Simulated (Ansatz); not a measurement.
Be: frozen-core PAW against all-electron methods

```
Be
1.0
     3.74681    0.00000    0.00000
     0.00000    3.74681    0.00000
     0.00000    0.00000    2.28128
Be
4
Direct
  0.29741 0.29741 0.00000
  0.70259 0.70259 0.00000
  0.20259 0.79741 0.50000
  0.79741 0.20259 0.50000
```

Atoms are numbered in the order listed.

The cell is the one relaxed in the Materials Project (mp-1008501), not relaxed further here; entries there can be hypothetical.

Methods: DFT, PBE, PAW with Ansatz's default frozen-core files, scalar-relativistic (Ansatz 0.2.0); DFT, PBE, all-electron PAW with datasets made for the crystal, scalar-relativistic (Ansatz 0.2.0); DFT, PBE, all-electron LAPW, scalar-relativistic (Ansatz 0.2.0).

For PAW: a Γ-centred 9×9×14 k mesh, Fermi–Dirac smearing of 0.05 eV, cutoff 420 eV, no spin polarisation. The crystal-made all-electron datasets (AE datasets) take a cutoff of 240 eV at this cell. LAPW targets a basis error of 1 meV/atom. The Ansatz runs share mesh, smearing and spin set-up. Plane-wave (PAW) pressures include the program's estimate of the Pulay term.

Stress and pressure are positive in compression.

Levels count from the Fermi level.

| quantity | PAW | AE datasets | LAPW |
| --- | --- | --- | --- |
| pressure (GPa) | -0.02 | -0.06 | -0.05 |
| stress xx (GPa) | 0.43 | 0.40 | 0.40 |
| stress zz (GPa) | -0.92 | -0.96 | -0.95 |
| highest filled level at Γ (eV) | -1.011 | -1.011 | -1.012 |
| lowest empty level at Γ (eV) | 4.847 | 4.849 | 4.849 |
| highest filled level at Z (eV) | -5.793 | -5.794 | -5.794 |
| lowest empty level at Z (eV) | 1.024 | 1.024 | 1.024 |
